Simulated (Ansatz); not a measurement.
SiRu, space group P2_13, a projected density of states

Program: Ansatz 0.2.0, Python API.

Run as a notebook:

```python
import ansatz
import numpy as np
```

```python
crystal = (
    ansatz.Lattice.of((4.708595, 0.0, 0.0), (0.0, 4.708595, 0.0), (0.0, 0.0, 4.708595))
    .atom("Si", (0.162422, 0.337578, 0.662422))
    .atom("Si", (0.337578, 0.662422, 0.162422))
    .atom("Si", (0.662422, 0.162422, 0.337578))
    .atom("Si", (0.837578, 0.837578, 0.837578))
    .atom("Ru", (0.870594, 0.629406, 0.370594))
    .atom("Ru", (0.629406, 0.370594, 0.870594))
    .atom("Ru", (0.370594, 0.870594, 0.629406))
    .atom("Ru", (0.129406, 0.129406, 0.129406))
)

[site.symbol for site in crystal.resolved().sites]
```

    ['Si', 'Si', 'Si', 'Si', 'Ru', 'Ru', 'Ru', 'Ru']

```python
calculation = crystal.calculation()
calculation = calculation.functional("PBE")
calculation = calculation.basis(31 * ansatz.Ry).kpoints(6, 6, 6)
calculation = calculation.occupations(ansatz.OccupationsMethod.GAUSSIAN)
calculation = calculation.scf(tolerance=1e-08).scf(extra_bands=22)
calculation = calculation.density_of_states(projected=True, energy_step=0.1)
planned = calculation.session().plan(threads=1)
facts = planned.describe()
print("plan:", facts["n_bands"], "bands,", len(facts["kpoints_frac"]), "k-points, plane waves", facts["n_pw_range"], "grid", facts["fft_dense"])
out = planned.execute()
data = out.report
```

    plan: 62 bands, 24 k-points, plane waves [2008, 2103] grid [32, 32, 32]

```python
data["kpoints_frac"][:4]
```

    [[0.0, 0.0, 0.0], [0.0, 0.0, 0.16666666666666666], [0.0, 0.0, 0.3333333333333333], [0.0, 0.0, -0.5]]

```python
dos = out.density_of_states()
energy = np.asarray(dos.energies_ev) - dos.fermi_ev
curves = {}
for site in out.projected_density_of_states().sites:
    for shell in site.shells:
        weight = sum(np.sum(curve.g_bin_mean_per_ev, axis=0) for curve in shell.curves)
        name = f"{site.species} {shell.label}"
        curves[name] = curves.get(name, 0) + weight

step = energy[1] - energy[0]
windows = [(-8, -4), (-4, 0), (0, 4)]
print("states by shell in windows of E - E_F (eV):", windows)
for name, g in curves.items():
    print(f"{name:8s}", " ".join(f"{step * g[(energy >= a) & (energy < b)].sum():8.3f}" for a, b in windows))
filled = (energy < 0) & (energy > -8)
for name, g in curves.items():
    if g[filled].sum() * step > 0.5:
        print(f"centre of {name}: {np.average(energy[filled], weights=g[filled]):.2f} eV")
```

    states by shell in windows of E - E_F (eV): [(-8, -4), (-4, 0), (0, 4)]
    Si 3S       0.753    0.549    1.857
    Si 3P       4.674    4.218    3.600
    Ru 4S       0.073    0.013    0.015
    Ru 5S       0.630    0.353    0.317
    Ru 4P       0.090    0.098    0.021
    Ru 4D       7.821   20.743    6.947
    centre of Si 3S: -4.69 eV
    centre of Si 3P: -4.04 eV
    centre of Ru 5S: -4.65 eV
    centre of Ru 4D: -3.07 eV

Reading the output:
- An opening on this mesh may only mean that it misses a point where bands touch.
- The crystal has a gap of about 0.27 eV on the mesh; bins of finite width blur the band edges.
- The structure comes from a database of computed cells and needn't be a stable or known phase.
- Curves are summed over the cell's atoms. Only shells that the potentials hold have channels, so projections don't add up to the total, least of all where a shell is missing (p of most metals); heights and places of peaks move with the mesh.
- The density of states is complete only as far up as bands were computed.
- A band centre counts only the states inside the window taken.
- Run time: 18 s on 1 thread of Arm Neoverse V1, on a shared host, peak memory 0.44 GiB.

(Lines on the test bed's own set-up are left out of the output.)
